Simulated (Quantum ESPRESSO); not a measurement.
# CdSe (F-43m) in Quantum ESPRESSO: a series of runs

The runs below take CdSe through phonons, with LDA.

Program: Quantum ESPRESSO 7.5. These are calculated values, not measurements. Logs are shortened: lines on timing, memory, paths and dates and some standing lists are left out, and cuts for length are marked.

**1. The crystal as given**

Symmetry: F-43m, No. 216, cubic system. Conventional cell: a = 6.141 Å, b = 6.141 Å, c = 6.141 Å, α = 90.00°, β = 90.00°, γ = 90.00°. Cd (site symmetry -43m) has 4 Se at 2.66 Å as nearest neighbours. Se (site symmetry -43m) is surrounded by 4 Cd at 2.66 Å.

Measurements of this composition are mostly on another form, of space group No. 186.

**2. Phonons, LDA, target pressure -3 GPa, at which the enthalpy is minimised**

Input file pw.in:

```
&CONTROL
  calculation = 'scf'
  prefix = 'pwscf'
  outdir = './tmp'
  pseudo_dir = './pseudo'
  tprnfor = .true.
  tstress = .true.
  disk_io = 'low'
/
&SYSTEM
  ibrav = 0
  nat = 2
  ntyp = 2
  ecutwfc = 45
  ecutrho = 360
  nbnd = 15
  occupations = 'smearing'
  smearing = 'fd'
  degauss = 0.00367493
/
&ELECTRONS
  conv_thr = 4d-10
  electron_maxstep = 120
  mixing_beta = 0.5
/
ATOMIC_SPECIES
Cd   112.4140 cd_lda_v1.uspp.F.UPF
Se    78.9710 se_lda_v1.uspp.F.UPF
CELL_PARAMETERS angstrom
   0.0000000000    3.0702711986    3.0702711986
   3.0702711986    0.0000000000    3.0702711986
   3.0702711986    3.0702711986    0.0000000000
ATOMIC_POSITIONS angstrom
Cd     0.0000000000    0.0000000000    0.0000000000
Se     1.5351355993    1.5351355993    1.5351355993
K_POINTS automatic
6 6 6 1 1 1
```

Input file relax.in:

```
&CONTROL
  calculation = 'vc-relax'
  prefix = 'pwscf'
  outdir = './tmp'
  pseudo_dir = './pseudo'
  tprnfor = .true.
  tstress = .true.
  disk_io = 'low'
  nstep = 40
  forc_conv_thr = 0.0001
  etot_conv_thr = 1d-06
/
&SYSTEM
  ibrav = 0
  nat = 2
  ntyp = 2
  ecutwfc = 45
  ecutrho = 360
  nbnd = 15
  occupations = 'smearing'
  smearing = 'fd'
  degauss = 0.00367493
/
&ELECTRONS
  conv_thr = 4d-10
  electron_maxstep = 120
  mixing_beta = 0.5
/
&IONS
  ion_dynamics = 'bfgs'
/
&CELL
  cell_dynamics = 'bfgs'
  press = -30
  press_conv_thr = 0.2
/
ATOMIC_SPECIES
Cd   112.4140 cd_lda_v1.uspp.F.UPF
Se    78.9710 se_lda_v1.uspp.F.UPF
CELL_PARAMETERS angstrom
   0.0000000000    3.0702711986    3.0702711986
   3.0702711986    0.0000000000    3.0702711986
   3.0702711986    3.0702711986    0.0000000000
ATOMIC_POSITIONS angstrom
Cd     0.0000000000    0.0000000000    0.0000000000
Se     1.5351355993    1.5351355993    1.5351355993
K_POINTS automatic
6 6 6 1 1 1
```

Input file gamma.in:

```
&CONTROL
  calculation = 'bands'
  prefix = 'pwscf'
  outdir = './tmp'
  pseudo_dir = './pseudo'
  disk_io = 'low'
  verbosity = 'high'
/
&SYSTEM
  ibrav = 0
  nat = 2
  ntyp = 2
  ecutwfc = 45
  ecutrho = 360
  nbnd = 15
  occupations = 'smearing'
  smearing = 'fd'
  degauss = 0.00367493
/
&ELECTRONS
  conv_thr = 1d-08
  electron_maxstep = 120
  mixing_beta = 0.5
  diago_full_acc = .true.
  startingwfc = 'random'
/
ATOMIC_SPECIES
Cd   112.4140 cd_lda_v1.uspp.F.UPF
Se    78.9710 se_lda_v1.uspp.F.UPF
CELL_PARAMETERS angstrom
   0.0000000000    3.0686270808    3.0686270808
   3.0686270808    0.0000000000    3.0686270808
   3.0686270808    3.0686270808    0.0000000000
ATOMIC_POSITIONS angstrom
Cd     0.0000000000    0.0000000000    0.0000000000
Se     1.5343135404    1.5343135404    1.5343135404
K_POINTS crystal
1
0.0 0.0 0.0 1
```

Input file scf2.in:

```
&CONTROL
  calculation = 'scf'
  prefix = 'pwscf'
  outdir = './tmp'
  pseudo_dir = './pseudo'
  tprnfor = .true.
  tstress = .true.
  disk_io = 'low'
/
&SYSTEM
  ibrav = 0
  nat = 2
  ntyp = 2
  ecutwfc = 45
  ecutrho = 360
  nbnd = 15
  occupations = 'fixed'
/
&ELECTRONS
  conv_thr = 1d-13
  electron_maxstep = 120
  mixing_beta = 0.5
  startingpot = 'file'
/
ATOMIC_SPECIES
Cd   112.4140 cd_lda_v1.uspp.F.UPF
Se    78.9710 se_lda_v1.uspp.F.UPF
CELL_PARAMETERS angstrom
   0.0000000000    3.0686270808    3.0686270808
   3.0686270808    0.0000000000    3.0686270808
   3.0686270808    3.0686270808    0.0000000000
ATOMIC_POSITIONS angstrom
Cd     0.0000000000    0.0000000000    0.0000000000
Se     1.5343135404    1.5343135404    1.5343135404
K_POINTS automatic
6 6 6 1 1 1
```

Input file ph.in:

```
phonons of CdSe
&INPUTPH
  prefix = 'pwscf'
  outdir = './tmp'
  tr2_ph = 1d-18
  fildyn = 'dyn'
  niter_ph = 90
  alpha_mix(1) = 0.7
  epsil = True
/
0.0000000000 0.0000000000 0.0000000000
```

Input file dynmat.in:

```
&INPUT
  fildyn = 'dyn'
  asr = 'crystal'
  lperm = .true.
  filout = 'dynmat.disp'
  fileig = 'dynmat.eig'
/
```

Input file dynmat_lo.in:

```
&INPUT
  fildyn = 'dyn'
  asr = 'crystal'
  filout = 'dynmat_lo.disp'
  fileig = 'dynmat_lo.eig'
  q(1) = 0
  q(2) = 0
  q(3) = 1
/
```

Potentials or basis: GBRV 1.5 LDA.

On the command line:

```sh
$ OMP_NUM_THREADS=1 mpirun -n 4 pw.x -nk 4 -in pw.in > pw.out
$ OMP_NUM_THREADS=1 mpirun -n 4 pw.x -nk 4 -in relax.in > relax.out
$ OMP_NUM_THREADS=1 mpirun -n 4 pw.x -in gamma.in > gamma.out
$ OMP_NUM_THREADS=1 mpirun -n 4 pw.x -nk 4 -in scf2.in > scf2.out
$ OMP_NUM_THREADS=1 mpirun -n 4 ph.x -nk 4 -in ph.in > ph.out
$ OMP_NUM_THREADS=1 mpirun -n 1 dynmat.x -in dynmat.in > dynmat.out
$ OMP_NUM_THREADS=1 mpirun -n 1 dynmat.x -in dynmat_lo.in > dynmat_lo.out
```

pw.out:

```text
This program is part of the open-source Quantum ESPRESSO suite
     for quantum simulation of materials; please cite
[... 6 lines left out ...]
     using ibrav=0 with symmetry is DISCOURAGED, use correct ibrav instead

     K-points division:     npool     =       4
     Subspace diagonalization in iterative solution of the eigenvalue problem:
     a serial algorithm will be used

     G-vector sticks info
     --------------------
     sticks:   dense  smooth     PW     G-vecs:    dense   smooth      PW
     Sum        1663     847    253                45071    16049    2733

     Using Slab Decomposition

     bravais-lattice index     =            0
     lattice parameter (alat)  =       8.2052  a.u.
     unit-cell volume          =     390.6221 (a.u.)^3
     number of atoms/cell      =            2
     number of atomic types    =            2
     number of electrons       =        18.00
     number of Kohn-Sham states=           15
     kinetic-energy cutoff     =      45.0000  Ry
     charge density cutoff     =     360.0000  Ry
     scf convergence threshold =      4.0E-10
     mixing beta               =       0.5000
     number of iterations used =            8  plain     mixing
     Exchange-correlation= SLA  PZ   NOGX NOGC
                           (   1   1   0   0   0   0   0)

     celldm(1)=   8.205227  celldm(2)=   0.000000  celldm(3)=   0.000000
     celldm(4)=   0.000000  celldm(5)=   0.000000  celldm(6)=   0.000000

     crystal axes: (cart. coord. in units of alat)
               a(1) = (   0.000000   0.707107   0.707107 )
               a(2) = (   0.707107   0.000000   0.707107 )
               a(3) = (   0.707107   0.707107   0.000000 )

     reciprocal axes: (cart. coord. in units 2 pi/alat)
               b(1) = ( -0.707107  0.707107  0.707107 )
               b(2) = (  0.707107 -0.707107  0.707107 )
               b(3) = (  0.707107  0.707107 -0.707107 )

     PseudoPot. # 1 for Cd read from file:
     cd_lda_v1.uspp.F.UPF
     Pseudo is Ultrasoft + core correction, Zval = 12.0
     Generated by new atomic code, or converted to UPF format
     Using radial grid of  889 points,  6 beta functions with:
                l(1) =   0
                l(2) =   0
                l(3) =   1
                l(4) =   1
                l(5) =   2
                l(6) =   2
     Q(r) pseudized with  6 coefficients,  rinner =    1.000   1.000   1.000
                                                       1.000   1.000

     PseudoPot. # 2 for Se read from file:
     se_lda_v1.uspp.F.UPF
     Pseudo is Ultrasoft + core correction, Zval =  6.0
     Generated by new atomic code, or converted to UPF format
     Using radial grid of  877 points,  6 beta functions with:
                l(1) =   0
                l(2) =   0
                l(3) =   1
                l(4) =   1
                l(5) =   2
                l(6) =   2
     Q(r) pseudized with  8 coefficients,  rinner =    1.300   1.300   1.300
                                                       1.300   1.300

     atomic species   valence    mass     pseudopotential
     Cd               12.00   112.41400     Cd( 1.00)
     Se                6.00    78.97100     Se( 1.00)

     24 Sym. Ops. (no inversion) found

   Cartesian axes

     site n.     atom                  positions (alat units)
         1        Cd     tau(   1) = (   0.0000000   0.0000000   0.0000000  )
         2        Se     tau(   2) = (   0.3535534   0.3535534   0.3535534  )

     number of k points=    28  Fermi-Dirac smearing, width (Ry)=  0.0037
                       cart. coord. in units 2pi/alat
        k(    1) = (   0.0589256   0.0589256   0.0589256), wk =   0.0185185
        k(    2) = (   0.1767767   0.1767767  -0.0589256), wk =   0.0555556
        k(    3) = (   0.2946278   0.2946278  -0.1767767), wk =   0.0555556
        k(    4) = (  -0.2946278  -0.2946278   0.4124790), wk =   0.0555556
        k(    5) = (  -0.1767767  -0.1767767   0.2946278), wk =   0.0555556
        k(    6) = (  -0.0589256  -0.0589256   0.1767767), wk =   0.0555556
[... 20 lines left out ...]
        k(   27) = (   0.2946278   0.2946278   0.2946278), wk =   0.0185185
        k(   28) = (  -0.2946278  -0.2946278   0.8838835), wk =   0.0555556

     Dense  grid:    45071 G-vectors     FFT dimensions: (  50,  50,  50)

     Smooth grid:    16049 G-vectors     FFT dimensions: (  36,  36,  36)

     Initial potential from superposition of free atoms

     starting charge      17.4999, renormalised to      18.0000

     negative rho (up, down):  1.925E-02 0.000E+00
     Starting wfcs are   13 randomized atomic wfcs +    2 random wfcs

     Self-consistent Calculation

     iteration #  1     ecut=    45.00 Ry     beta= 0.50
     Davidson diagonalization with overlap
     ethr =  1.00E-02,  avg # of iterations =  6.2

     Threshold (ethr) on eigenvalues was too large:
     Diagonalizing with lowered threshold

     Davidson diagonalization with overlap
     ethr =  4.97E-04,  avg # of iterations =  1.7

     negative rho (up, down):  1.868E-02 0.000E+00

     total energy              =    -157.75687278 Ry
     estimated scf accuracy    <       0.08975244 Ry

     iteration #  2     ecut=    45.00 Ry     beta= 0.50
     Davidson diagonalization with overlap
     ethr =  4.99E-04,  avg # of iterations =  2.2
[... 51 lines left out ...]
     iteration #  8     ecut=    45.00 Ry     beta= 0.50
     Davidson diagonalization with overlap
     ethr =  4.70E-12,  avg # of iterations = 10.3

     negative rho (up, down):  1.910E-02 0.000E+00

     End of self-consistent calculation

          k = 0.0589 0.0589 0.0589 (  1992 PWs)   bands (ev):

    -7.8666  -3.1520  -3.1520  -3.1402  -2.8079  -2.8079   3.8415   4.5995
     4.5995   5.6298  10.2865  10.5246  10.5246  14.4043  15.1991

          k = 0.1768 0.1768-0.0589 (  1989 PWs)   bands (ev):

    -7.7560  -3.1231  -3.1094  -3.0328  -2.8162  -2.7988   2.4904   4.0416
     4.4538   6.7071  10.0168  10.7971  10.9983  14.1196  14.6490

          k = 0.2946 0.2946-0.1768 (  1992 PWs)   bands (ev):

    -7.5830  -3.0770  -3.0723  -2.8049  -2.8027  -2.7093   0.9316   3.6535
     4.0694   7.1125  10.7533  11.0632  11.1453  14.5742  14.7744

          k =-0.2946-0.2946 0.4125 (  1986 PWs)   bands (ev):

    -7.5220  -3.0671  -3.0603  -2.7975  -2.7843  -2.5360   0.3797   3.6442
     3.8380   7.1101  10.6114  11.1463  11.8102  14.5418  15.9642

          k =-0.1768-0.1768 0.2946 (  1990 PWs)   bands (ev):
[... 6 lines left out ...]
    -7.8076  -3.1327  -3.1254  -3.0956  -2.8169  -2.8003   3.0774   4.3205
     4.3726   6.4131   9.8143  10.8571  10.9163  13.8619  15.2670

          k = 0.2946 0.0589 0.0589 (  1993 PWs)   bands (ev):

    -7.7049  -3.0888  -3.0768  -3.0181  -2.8226  -2.7875   2.2903   3.8881
     3.8896   7.3241   9.1562  11.4137  11.5916  12.9582  15.9042

          k = 0.4125 0.1768-0.0589 (  1994 PWs)   bands (ev):

    -7.5633  -3.0481  -3.0275  -2.8942  -2.7810  -2.7114   1.3024   3.1183
     3.6139   8.0649   9.2378  11.0610  12.2802  13.6870  16.5221

          k =-0.1768-0.4125 0.5303 (  1997 PWs)   bands (ev):

    -7.4731  -3.0374  -3.0102  -2.8341  -2.7878  -2.4664   0.5711   2.6941
     3.4479   8.2156   9.9331  11.3020  12.3660  14.0578  16.2108

          k =-0.0589-0.2946 0.4125 (  1986 PWs)   bands (ev):

    -7.5249  -3.0448  -3.0344  -2.8414  -2.7962  -2.6075   0.9711   2.7344
     3.7515   8.1895  10.0795  10.6643  12.0397  14.1385  15.9044

          k = 0.0589-0.1768 0.2946 (  1988 PWs)   bands (ev):

    -7.6665  -3.0924  -3.0745  -2.9385  -2.8151  -2.7836   1.8517   3.5864
     4.1327   7.3776   9.7061  11.0296  11.3936  13.6172  15.4180

          k = 0.5303 0.0589 0.0589 (  1998 PWs)   bands (ev):

    -7.4827  -2.9882  -2.9589  -2.9356  -2.7620  -2.6194   1.0006   2.9655
     3.0997   7.9723   8.4240  12.3008  13.3479  13.8180  16.8426

          k =-0.0589-0.5303 0.6482 (  1995 PWs)   bands (ev):

    -7.4235  -2.9899  -2.9509  -2.8876  -2.7700  -2.4352   0.6687   2.4910
     2.8934   8.2760   8.9285  12.2940  13.1984  14.2387  16.9475

          k = 0.0589-0.4125 0.5303 (  1991 PWs)   bands (ev):

    -7.4446  -3.0203  -2.9842  -2.8410  -2.7957  -2.4161   0.6691   2.2445
     3.2775   8.5255   9.9541  11.3582  12.8218  13.4482  15.7156

          k = 0.1768-0.2946 0.4125 (  1992 PWs)   bands (ev):

    -7.5235  -3.0593  -3.0457  -2.8202  -2.7869  -2.5740   0.6351   3.2286
     3.7746   7.6124  10.2828  11.2105  11.7006  14.5960  15.6907

          k =-0.6482 0.0589 0.0589 (  2004 PWs)   bands (ev):

    -7.4234  -2.9816  -2.9232  -2.9159  -2.7564  -2.4874   0.6525   2.7398
     2.9088   7.8067   8.3789  13.0530  14.0882  14.2198  17.0599

          k =-0.5303 0.1768-0.0589 (  1996 PWs)   bands (ev):

    -7.4745  -3.0070  -2.9818  -2.8941  -2.7711  -2.5534   0.8934   2.7280
     3.1499   8.3402   8.9745  11.4540  13.1752  13.9520  17.0565

          k =-0.4125 0.0589 0.0589 (  2001 PWs)   bands (ev):

    -7.5858  -3.0318  -3.0162  -2.9522  -2.7733  -2.7688   1.5798   3.3755
     3.4485   7.9538   8.6194  11.7629  12.4372  13.1009  16.3982

          k = 0.1768 0.1768 0.1768 (  1982 PWs)   bands (ev):

    -7.7119  -3.1080  -3.1080  -2.9631  -2.8055  -2.8055   1.9601   4.2621
     4.2621   6.6649  10.3679  10.9449  10.9449  14.4463  14.6442

          k = 0.2946 0.2946 0.0589 (  1989 PWs)   bands (ev):
[... 21 lines left out ...]
    -7.4605  -3.0162  -2.9975  -2.8504  -2.7900  -2.4693   0.7530   2.4446
     3.2181   8.7694   9.7066  10.7449  13.0392  13.7500  16.0356

          k =-0.0589-0.2946 0.6482 (  1978 PWs)   bands (ev):

    -7.4237  -2.9955  -2.9752  -2.8501  -2.7941  -2.3870   0.6839   2.3287
     2.8036   9.0384   9.6094  11.1187  12.4932  14.3275  16.6261

          k =-0.7660 0.1768 0.1768 (  1994 PWs)   bands (ev):

    -7.4312  -3.0107  -2.9574  -2.8719  -2.7789  -2.4138   0.6585   2.2472
     3.1921   8.1800   9.5793  12.2821  12.9340  13.3815  16.1715

          k = 0.2946 0.2946 0.2946 (  1997 PWs)   bands (ev):

    -7.5539  -3.0750  -3.0750  -2.7894  -2.7894  -2.6233   0.5427   3.9656
     3.9656   6.7800  10.9857  10.9857  11.5086  14.1788  15.9173

          k =-0.2946-0.2946 0.8839 (  1990 PWs)   bands (ev):

    -7.4959  -3.0515  -3.0353  -2.8115  -2.7927  -2.4966   0.4893   2.9768
     3.7226   7.7741  10.2070  11.5210  11.7722  14.7302  15.6747

     the Fermi energy is     5.1345 ev

!    total energy              =    -157.78432342 Ry
     estimated scf accuracy    <          8.1E-11 Ry
     smearing contrib. (-TS)   =      -0.00000008 Ry
     internal energy E=F+TS    =    -157.78432334 Ry

     The total energy is F=E-TS. E is the sum of the following terms:
     one-electron contribution =     -42.59669518 Ry
     hartree contribution      =      34.12041748 Ry
     xc contribution           =     -68.23612710 Ry
     ewald contribution        =     -81.07191854 Ry

     convergence has been achieved in   8 iterations

     negative rho (up, down):  1.910E-02 0.000E+00

     Forces acting on atoms (cartesian axes, Ry/au):

     atom    1 type  1   force =     0.00000000    0.00000000    0.00000000
     atom    2 type  2   force =    -0.00000000    0.00000000    0.00000000

     Total force =     0.000000     Total SCF correction =     0.000000

     Computing stress (Cartesian axis) and pressure

     negative rho (up, down):  1.910E-02 0.000E+00
          total   stress  (Ry/bohr**3)                   (kbar)     P=      -30.66
  -0.00020845   0.00000000  -0.00000000          -30.66        0.00       -0.00
  -0.00000000  -0.00020845   0.00000000           -0.00      -30.66        0.00
   0.00000000   0.00000000  -0.00020845            0.00        0.00      -30.66

=------------------------------------------------------------------------------=
   JOB DONE.
=------------------------------------------------------------------------------=
```

Wall time 6.4 min (4 MPI ranks of Intel Xeon at 2.50GHz (Skylake/Cascade Lake), shared host); peak memory 0.56 GiB.

What came out:

| Property | Result |
| --- | --- |
| Free energy | -2146.7668 eV |
| Relaxed volume | 28.90 Å³/atom |
| Relaxed cell | a = 4.340 Å, b = 4.340 Å, c = 4.340 Å, α = 60.00°, β = 60.00°, γ = 60.00° |
| Space group after relaxing (to 0.05 Å) | F-43m (No. 216) |
| Pressure after relaxing | -3.0 GPa |
| Electronic dielectric tensor (diagonal) | 8.76 |
| Born charges (mean of the diagonal) | Cd +2.30; Se -2.30 e |
| Highest phonon frequency at Γ, LO-TO splitting left out | 157 cm⁻¹ |
| Static dielectric tensor (diagonal) | 12.71 |

The path:
```csv
step,energy change (eV),largest force (eV/Å),pressure (GPa),volume (Å³)
1,0.0000,0.0000,-3.07,57.88
2,-0.0004,0.0000,-3.05,57.86
3,-0.0009,0.0000,-3.03,57.84
4,-0.0018,0.0000,-3.00,57.79
```

Final structure:
```xyz
2
Lattice="0.0000 3.0686 3.0686 3.0686 0.0000 3.0686 3.0686 3.0686 0.0000" Properties=species:S:1:pos:R:3 pbc="T T T"
Cd    0.0000    0.0000    0.0000
Se    1.5343    1.5343    1.5343
```

Phonon frequencies in cm⁻¹ (negative: imaginary):
| q point | frequencies |
| --- | --- |
| (0.000, 0.000, 0.000) | -6 -6 -6 157 157 157 |

Electronic dielectric tensor:
```
8.76 0.00 0.00
0.00 8.76 0.00
0.00 0.00 8.76
```

Born effective charge tensors (e):
atom 1, Cd
```
2.30 0.00 0.00
0.00 2.30 0.00
0.00 0.00 2.30
```
atom 2, Se
```
-2.30  0.00  0.00
 0.00 -2.30  0.00
 0.00  0.00 -2.30
```

Optical modes at Γ, degenerate ones joined, polar ones without the macroscopic field:
| cm⁻¹ | components | symmetry | active in | IR intensity, summed ((D/Å)²/amu) |
| --- | --- | --- | --- | --- |
| 157 | 3 | T2 | IR and Raman | 7.91 |

Zone-centre frequencies without and with the macroscopic field along z (cm⁻¹):
```csv
,optical modes in rising order
without,157 157 157
with the field,157 157 189
```

Static dielectric tensor, electrons and zone-centre modes:
```
12.71  0.00  0.00
 0.00 12.71  0.00
 0.00  0.00 12.71
```

Caveat: the mesh is thin for the dielectric tensor, Born charges and intensities, which usually come out too large; the gap on the mesh is small and may close between mesh points, in which case fixed occupations spoil the response.

(Part 1 of 3 ends here.)
